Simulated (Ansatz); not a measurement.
Input file for Ansatz (a program for electronic structure):

Ansatz 0.2 input:
```yaml
crystal:
  lattice:
    - [0.0, 2.9737337703, 2.9737337703]
    - [2.9737337703, 0.0, 2.9737337703]
    - [2.9737337703, 2.9737337703, 0.0]
  atoms:
    - { symbol: Na, position: [0.0, 0.0, 0.0] }
    - { symbol: Br, position: [0.5, 0.5, 0.5] }
kpoints:
  mp_grid: { grid: [8, 8, 8] }
hamiltonian:
  xc: r2scan
  pseudopotentials: { kind: paw }
scf:
  occupations: { method: fixed }
checkpoint: { read: static.run }
output: { bader: true, populations: true }
```

Output (shortened):

```
Pseudopotential: Na, paw, valence charge 9
Pseudopotential: Br, paw, valence charge 7
Functional definition: r2SCAN
Crystal: 2 atoms, lattice volume = 52.594 Å³
Basis set: ecut = 500 eV, 1363 PW (Γ), exchange–correlation on 128×128×128 points (64 copies of the dense FFT grid, shifted against one another)
Bands: 12, of which v1, the nominal top of the filled ones, is band 8 counted from 1 (7 counted from 0)
Symmetry: 48 space group operations
Space group: Fm-3m (ITA 225), of the structure as read, at distance tolerance 3.7e-5 Å
k-points: 29 of 512
Stability of the state it starts from, as read at its close in the unpolarized treatment …
iter 1 solved again at ethr=5.41e-6 eV; its pass at ethr=3.10e-3 eV (dr2=8.65e-4 eV) is discarded
SCF iter   1: F=—  HF=-4285.086821 eV  |F-HF|=—  |Δ(HF+E_count)|=         —  Δρ=7.33e-6  dr2=1.03e-8  dr2_τ=1.81e-9  ethr=5.41e-6  ⟨swp⟩=2.0  Hψ=2649  notcnv=0  defer=55
preconditioner: auto → none
SCF iter   2: F=—  HF=-4285.086819 eV  |F-HF|=—  |Δ(HF+E_count)|=   2.62e-6  Δρ=5.08e-6  dr2=5.48e-9  dr2_τ=1.38e-9  ethr=6.47e-11  ⟨swp⟩=8.4  Hψ=1947  notcnv=0
SCF iter   3: F=-4285.086819 eV  HF=-4285.086819 eV  |F-HF|=1.30e-9  |Δ(HF+E_count)|=   2.22e-9  Δρ=2.87e-6  dr2=1.65e-9  dr2_τ=2.67e-10  ethr=3.43e-11  ⟨swp⟩=1.0  Hψ=948  notcnv=0
SCF 1 converged in 3 iterations: F = -4285.086819 eV  dr2 = 1.65e-9
SCF converged after 3 iterations
Free energy (F): -4285.086819 eV
Harris-Foulkes:  -4285.086819 eV  (|F-HF|=1.30e-9)
Internal energy: -4285.086819 eV  (E = F + TS)
E sigma→0 (E₀):  -4285.086819 eV
Fermi energy:    1.128504 eV
--- Per-component energies (eV) ---
  E_band       = -250.005882
  E_kinetic    = 255.989127
  E_local      = -1557.071338  (includes V_loc(G=0)·N_el)
  E_nonlocal   = 185.831623
  E_hartree    = 544.616864
  E_xc         = -288.628987
  E_vxc        = -171.327232  (∫ρ·V_xc dr)
  E_paw        = -2537.882538  (= ΣΔE_a)
  E_vpaw       = -63.509099  (= ΣTr[D̂ρ^β])
  E_aug_tail   = -0.000001  (compensation charges beyond the density's cutoff)
  E_vtau       = 10.848558  (kinetic-family band-sum trace: ∫τ·v_τ [+ j·A + Jᵃ·Aᵃ] dr)
  E_ewald      = -887.757108
  E_core_change = -0.184461  (= ΣΔE_core)
  E_smearing   =  0.000000  (= −TS)
  E_closure    = 0.000000  (closes the sum)
  Σ components = -4285.086819   (vs F -4285.086819, Δ=0.00e0)
  [band-id]    e_kinetic+e_local+e_nonlocal+2·e_hartree+e_vxc+e_vpaw+e_augmentation_tail+e_vtau = -250.004633   (vs E_band -250.005882, Δ=1.25e-3)
--- Band table (eV; the first three rows and the last of 29) ---
  k-point 0: bands = ["-50.6481", "-21.0569", "-21.0569", "-21.0569", "-12.1358", "1.1285", "1.1285", "1.1285", "6.1128", "11.6607", "11.6607", "11.6607"]
  k-point 1: bands = ["-50.6480", "-21.0592", "-21.0570", "-21.0570", "-12.0938", "0.7145", "1.0836", "1.0836", "6.6423", "11.1503", "11.8530", "11.8530"]
  k-point 2: bands = ["-50.6479", "-21.0648", "-21.0573", "-21.0573", "-11.9895", "-0.0818", "0.9791", "0.9791", "7.5772", "10.8188", "11.8964", "11.8964"]
  k-point 28: bands = ["-50.6477", "-21.0643", "-21.0643", "-21.0623", "-11.7651", "-0.2095", "-0.2095", "0.2829", "9.5478", "10.6380", "10.6380", "11.8123"]
--- Löwdin populations: 2 sites ---
  site symbol       q [e]
     0     Na      8.3400
     1     Br      7.6261
  spilling = 0.002119 (of n_electrons = 16.000000)
--- Bader charges: 2 sites ---
  site symbol  charge [e]  shift [e]
     0     Na      0.8770     0.0002
     1     Br     -0.8770     0.0002
  shift: an alarm, by how much a part of what the PAW files miss would move the charge. Where it is large, compare
  with a run on PAW files of another source; a small one proves nothing
  estimated error of the sums over rays = 6.0e-5 e
```

Cost: roughly 19 core-seconds on shared cores.

Symmetry was held in the r²SCAN relaxation; phonons on a q-mesh show no instability. Spin–orbit coupling is left out wherever it is not named.

Potentials: the later of the program's two PAW sets.

Ansatz is a plane-wave DFT program.
